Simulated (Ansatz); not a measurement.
# GaN (F-43m) in Ansatz: further runs, part 2 of 2

Ansatz 0.2.0. Earlier steps stand in the parts before.

## Step 3: Single point, BHLYP, 10.76 Å³/atom (volume scaled by 0.94)

Contents of input.yaml:

```yaml
crystal:
  lattice:
    - [0.0, 2.2074978911, 2.2074978911]
    - [2.2074978911, 0.0, 2.2074978911]
    - [2.2074978911, 2.2074978911, 0.0]
  atoms:
    - { symbol: Ga, position: [0.0, 0.0, 0.0] }
    - { symbol: "N", position: [0.25, 0.25, 0.25] }
hamiltonian:
  xc: { name: BHLYP }
  pseudopotentials: { kind: paw }
kpoints:
  mp_grid: { grid: [5, 5, 5] }
scf:
  occupations: { method: fermi_dirac, width: 0.05 }
output:
  forces: true
  stress: true
  eigenvalues: true
```

Potentials or basis: Ansatz PAW.

Command:

```bash
$ ansatz run input.yaml --threads 2 --pin off --max-ram 5632MiB --backend cpu --events-out ev --progress --plain --runs-dir out
```

Standard output:

```text
Warning: output.stress: scf.convergence.dr2_threshold = 1e-7 eV (the SCF's general default) is looser than the 2e-10 eV advised for a printed stress (1e-10 eV for each atom of the cell: 2). What an SCF threshold leaves in a stress goes as its square root, and in the free energy as the threshold itself, and one threshold admits the most on a small cell: of the crystals measured, under no hybrid functional and no lock of the moments, on runs that ended without the residual-converged pass, on stresses that held no estimate of that error, the worst erred by over 100 MPa in a component at 1e-7 eV an atom and by under 5 at 1e-10. Set scf.convergence.dr2_threshold to 2e-10 eV or tighter. The threshold is an SCF's pass mark: one that does not reach it within its budget of iterations ends unconverged, or closes short of it on a stop that the run arms, and scf.convergence.dr2_threshold's page says what that costs each kind of run
Warning: output.stress: scf.exx.energy_threshold = 1e-6 eV is looser than the 2e-8 eV advised for a stress under a hybrid functional (1e-8 eV for each atom of the cell: 2). Every SCF of the exchange loop can meet its threshold on dr2 while the loop round them stops early: no threshold on dr2 bounds what that leaves in the stress. Set scf.exx.energy_threshold to 2e-8 eV or tighter. The threshold is the loop's pass mark: a loop that does not reach it within its budget of cycles ends unconverged, and scf.exx.energy_threshold's page has the law
Warning: RAYON_NUM_THREADS=2 ignored (pool sized by the plan → 2); use --threads N
Engine: ansatz 0.2.0, aarch64-unknown-linux-gnu
Pseudopotentials: kind: paw
Pseudopotential: Ga, paw, valence charge 13, recommended cutoff 420 eV (normal), Ga.paw.azcp
Pseudopotential: N, paw, valence charge 5, recommended cutoff 420 eV (normal), N.paw.azcp
[... 89 lines left out ...]
       -0.000000      12.065359       0.000000
       -0.000000       0.000000      12.065359
  P = ⅓ Tr σ = 12.0654 GPa (120.654 kbar)
--- Band table (eV; the first three rows and the last of 10) ---
  k-point 0: bands = ["-10.9680", "-9.5992", "-9.5992", "-9.5992", "-9.2284", "-9.2284", "8.4571", "8.4571", "8.4571", "14.9360", "24.1120", "24.1120", "24.1120"]
  k-point 1: bands = ["-10.7488", "-9.5514", "-9.5514", "-9.2300", "-9.2300", "-9.0993", "5.1571", "8.0057", "8.0057", "17.0011", "22.8508", "24.6314", "24.6314"]
  k-point 2: bands = ["-10.6836", "-9.5028", "-9.5028", "-9.2007", "-9.2007", "-7.4137", "0.8563", "7.3662", "7.3662", "18.1276", "22.6430", "24.1581", "24.1581"]
  k-point 9: bands = ["-10.6375", "-9.4376", "-9.3964", "-9.2793", "-9.2041", "-6.3303", "1.7333", "3.9513", "5.3032", "19.1928", "22.2490", "23.3690", "26.4349"]
```

Wall time 8 s (2 threads of Arm Neoverse V1, shared host); peak memory 0.56 GiB.

Results:

```yaml
Free_energy: -4175.0050 eV
Pressure: 12.1 GPa
Band_gap_on_the_k_mesh: 6.48 eV, direct
```

Caveat: the k mesh is coarse (spacing up to 0.49 Å⁻¹), so the values aren't converged, least of all with exact exchange; odd divisions of the mesh miss points on the zone boundary, where band edges often lie, so the gap on the mesh can be too wide; the pressure holds a Pulay correction of +0.6 GPa for the finite cutoff; the PAW data sets come from PBE, with cores solved anew for the run's functional, which leaves a small shift of forces and pressure; the thresholds are loose for stress.

## Step 4: Single point, BHLYP, 10.99 Å³/atom (volume scaled by 0.96)

Changes to input.yaml since step 3:

```diff
@@ -2,5 +2,5 @@
   lattice:
-    - [0.0, 2.2074978911, 2.2074978911]
-    - [2.2074978911, 0.0, 2.2074978911]
-    - [2.2074978911, 2.2074978911, 0.0]
+    - [0.0, 2.2230441631, 2.2230441631]
+    - [2.2230441631, 0.0, 2.2230441631]
+    - [2.2230441631, 2.2230441631, 0.0]
   atoms:
@@ -19 +19,5 @@
   eigenvalues: true
+  write_density: true
+  write_potential: true
+  elf: true
+  volumetric_format: npy
```

Command:

```bash
$ ansatz run input.yaml --threads 2 --pin off --max-ram 5632MiB --backend cpu --events-out ev --progress --plain --runs-dir out
```

Run time: 8.4 s. Hardware: 2 threads of Arm Neoverse V1, shared host; peak memory 0.6 GiB.

The run converged. Its results:

| Quantity | Value |
| --- | --- |
| Free energy | -4175.0323 eV |
| Pressure | 6.8 GPa |
| Band gap on the k mesh | 6.29 eV, direct |

Caveat: the k mesh is coarse (spacing up to 0.49 Å⁻¹), so the values aren't converged, least of all with exact exchange; odd divisions of the mesh miss points on the zone boundary, where band edges often lie, so the gap on the mesh can be too wide; the pressure holds a Pulay correction of +0.5 GPa for the finite cutoff; the PAW data sets come from PBE, with cores solved anew for the run's functional, which leaves a small shift of forces and pressure; the thresholds are loose for stress.

## Step 5: Single point, BHLYP, 11.21 Å³/atom (volume scaled by 0.98)

Changes to input.yaml since step 4:

```diff
@@ -2,5 +2,5 @@
   lattice:
-    - [0.0, 2.2230441631, 2.2230441631]
-    - [2.2230441631, 0.0, 2.2230441631]
-    - [2.2230441631, 2.2230441631, 0.0]
+    - [0.0, 2.2383759866, 2.2383759866]
+    - [2.2383759866, 0.0, 2.2383759866]
+    - [2.2383759866, 2.2383759866, 0.0]
   atoms:
```

Command:

```bash
$ ansatz run input.yaml --threads 2 --pin off --max-ram 5632MiB --backend cpu --events-out ev --progress --plain --runs-dir out
```

Run time: 8.4 s. Hardware: 2 threads of Arm Neoverse V1, shared host; peak memory 0.6 GiB.

Results (log left out):

* Free energy: -4175.0446 eV
* Pressure: 2.1 GPa
* Band gap on the k mesh: 6.11 eV, direct

Caveat: the k mesh is coarse (spacing up to 0.49 Å⁻¹), so the values aren't converged, least of all with exact exchange; odd divisions of the mesh miss points on the zone boundary, where band edges often lie, so the gap on the mesh can be too wide; the pressure holds a Pulay correction of +0.5 GPa for the finite cutoff; the PAW data sets come from PBE, with cores solved anew for the run's functional, which leaves a small shift of forces and pressure; the thresholds are loose for stress.

## Step 6: Single point, BHLYP, 11.44 Å³/atom

Contents of input.yaml:

```yaml
crystal:
  lattice:
    - [0.0, 2.2535006075, 2.2535006075]
    - [2.2535006075, 0.0, 2.2535006075]
    - [2.2535006075, 2.2535006075, 0.0]
  atoms:
    - { symbol: Ga, position: [0.0, 0.0, 0.0] }
    - { symbol: "N", position: [0.25, 0.25, 0.25] }
hamiltonian:
  xc: { name: BHLYP }
  pseudopotentials: { kind: paw }
kpoints:
  mp_grid: { grid: [5, 5, 5] }
scf:
  occupations: { method: fermi_dirac, width: 0.05 }
output:
  forces: true
  stress: true
  eigenvalues: true
```

Potentials or basis: Ansatz PAW.

Command:

```bash
$ ansatz run input.yaml --threads 2 --pin off --max-ram 5632MiB --backend cpu --events-out ev --progress --plain --runs-dir out
```

Wall time 8.4 s (2 threads of Arm Neoverse V1, shared host); peak memory 0.6 GiB.

It converged, with:

| Item | Value |
| --- | --- |
| Free energy | -4175.0444 eV |
| Pressure | -2.2 GPa |
| Band gap on the k mesh | 5.93 eV, direct |

Caveat: the k mesh is coarse (spacing up to 0.48 Å⁻¹), so the values aren't converged, least of all with exact exchange; odd divisions of the mesh miss points on the zone boundary, where band edges often lie, so the gap on the mesh can be too wide; the pressure holds a Pulay correction of +0.5 GPa for the finite cutoff; the PAW data sets come from PBE, with cores solved anew for the run's functional, which leaves a small shift of forces and pressure; the thresholds are loose for stress.

## Step 7: Single point, BHLYP, 11.67 Å³/atom (volume scaled by 1.02)

Changes to input.yaml since step 6:

```diff
@@ -2,5 +2,5 @@
   lattice:
-    - [0.0, 2.2535006075, 2.2535006075]
-    - [2.2535006075, 0.0, 2.2535006075]
-    - [2.2535006075, 2.2535006075, 0.0]
+    - [0.0, 2.2684248875, 2.2684248875]
+    - [2.2684248875, 0.0, 2.2684248875]
+    - [2.2684248875, 2.2684248875, 0.0]
   atoms:
```

Command:

```bash
$ ansatz run input.yaml --threads 2 --pin off --max-ram 5632MiB --backend cpu --events-out ev --progress --plain --runs-dir out
```

Run time: 8.7 s. Hardware: 2 threads of Arm Neoverse V1, shared host; peak memory 0.6 GiB.

The run converged. Its results:

| Quantity | Value |
| --- | --- |
| Free energy | -4175.0326 eV |
| Pressure | -6.0 GPa |
| Band gap on the k mesh | 5.76 eV, direct |

Caveat: the k mesh is coarse (spacing up to 0.48 Å⁻¹), so the values aren't converged, least of all with exact exchange; odd divisions of the mesh miss points on the zone boundary, where band edges often lie, so the gap on the mesh can be too wide; the pressure holds a Pulay correction of +0.5 GPa for the finite cutoff; the PAW data sets come from PBE, with cores solved anew for the run's functional, which leaves a small shift of forces and pressure; the thresholds are loose for stress.

## Step 8: Single point, BHLYP, 11.90 Å³/atom (volume scaled by 1.04)

Changes to input.yaml since step 7:

```diff
@@ -2,5 +2,5 @@
   lattice:
-    - [0.0, 2.2684248875, 2.2684248875]
-    - [2.2684248875, 0.0, 2.2684248875]
-    - [2.2684248875, 2.2684248875, 0.0]
+    - [0.0, 2.283155332, 2.283155332]
+    - [2.283155332, 0.0, 2.283155332]
+    - [2.283155332, 2.283155332, 0.0]
   atoms:
```

Command:

```bash
$ ansatz run input.yaml --threads 2 --pin off --max-ram 5632MiB --backend cpu --events-out ev --progress --plain --runs-dir out
```

Run time: 8.8 s. Hardware: 2 threads of Arm Neoverse V1, shared host; peak memory 0.6 GiB.

Results (log left out):

* Free energy: -4175.0104 eV
* Pressure: -9.5 GPa
* Band gap on the k mesh: 5.58 eV, direct

Caveat: the k mesh is coarse (spacing up to 0.48 Å⁻¹), so the values aren't converged, least of all with exact exchange; odd divisions of the mesh miss points on the zone boundary, where band edges often lie, so the gap on the mesh can be too wide; the pressure holds a Pulay correction of +0.5 GPa for the finite cutoff; the PAW data sets come from PBE, with cores solved anew for the run's functional, which leaves a small shift of forces and pressure; the thresholds are loose for stress.

## Step 9: Single point, BHLYP, 12.13 Å³/atom (volume scaled by 1.06)

Changes to input.yaml since step 8:

```diff
@@ -2,5 +2,5 @@
   lattice:
-    - [0.0, 2.283155332, 2.283155332]
-    - [2.283155332, 0.0, 2.283155332]
-    - [2.283155332, 2.283155332, 0.0]
+    - [0.0, 2.2976981147, 2.2976981147]
+    - [2.2976981147, 0.0, 2.2976981147]
+    - [2.2976981147, 2.2976981147, 0.0]
   atoms:
@@ -19 +19,5 @@
   eigenvalues: true
+  write_density: true
+  write_potential: true
+  elf: true
+  volumetric_format: npy
```

Potentials or basis: Ansatz PAW.

Command:

```bash
$ ansatz run input.yaml --threads 2 --pin off --max-ram 5632MiB --backend cpu --events-out ev --progress --plain --runs-dir out
```

Wall time 8.8 s (2 threads of Arm Neoverse V1, shared host); peak memory 0.61 GiB.

The run converged. Its results:

* Free energy: -4174.9784 eV
* Pressure: -12.6 GPa
* Band gap on the k mesh: 5.41 eV, direct

Caveat: the k mesh is coarse (spacing up to 0.47 Å⁻¹), so the values aren't converged, least of all with exact exchange; odd divisions of the mesh miss points on the zone boundary, where band edges often lie, so the gap on the mesh can be too wide; the pressure holds a Pulay correction of +0.5 GPa for the finite cutoff; the PAW data sets come from PBE, with cores solved anew for the run's functional, which leaves a small shift of forces and pressure; the thresholds are loose for stress.

## Step 10: Equation of state, BHLYP

Potentials or basis: Ansatz PAW.

No new run: the results of the series are fitted here.

What came out:

```
Equilibrium volume                      : 11.32 Å³/atom
Bulk modulus                            : 212 GPa
Pressure derivative of the bulk modulus : 4.2 (rough: it moves with the points fitted)
```

Energy against volume, from the lowest point:
```csv
volume (Å³/atom),energy (meV/atom)
10.757,19.80
10.986,6.14
11.215,0.00
11.444,0.11
11.673,6.00
11.902,17.09
12.131,33.08
```

Caveat: the k mesh is coarse (spacing up to 0.48 Å⁻¹), so the values aren't converged, least of all with exact exchange; the potentials were made for another functional, which shifts forces and pressure.

## Step 11: How close it comes

Step 2. A measured gap of GaN is 3.299 eV (direct; 0 K; a printed reference work, textbook); the calculated 5.90 eV misses it by +2.60 eV. So large a miss can be the level of theory's own, or it may mean another phase, state or a wrong row. Spin-orbit coupling on Ga is left out. The value is that of BHLYP, without temperature or zero-point motion. The cell is a database's relaxed one, not the measured one, which moves gaps too.
